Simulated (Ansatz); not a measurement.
Runs of Ansatz 0.2.0 on Sb. The structure is cubic, space group Im-3m (No. 229). The conventional cell has a = 3.743 Å, b = 3.743 Å, c = 3.743 Å, α = 90.00°, β = 90.00°, γ = 90.00°. Sb (site symmetry m-3m) is surrounded by 8 Sb at 3.24 Å. This isn't the form of Sb at room conditions, which is rhombohedral.

```tsv
level	k mesh	cutoff (eV)	gap on the mesh (eV)	pressure (GPa)
LDA	10 × 10 × 10	420	none	-1.2
LDA	7 × 7 × 7	420	none	-1.8
BLYP	10 × 10 × 10	420	none	(b)
r2SCAN	10 × 10 × 10	500	none	2.5
RPBE	10 × 10 × 10	420	none	(a)
```

Alike in all rows: task band structure; potentials or basis Ansatz PAW; no spin polarisation; cell as given; smearing fermi-dirac 0.05 eV.

Estimate the missing entries.

(a) 4.6; (b) 9.0.

Caveats: spin-orbit coupling is left out, which moves the levels of the heavy elements; the PAW data sets come from PBE, with cores solved anew for the run's functional, which leaves a small shift of forces and pressure.

A k mesh can miss the band edges, and the runs leave out spin-orbit coupling on Sb.

A gap of «none» marks a metal or a gap under the smearing width.
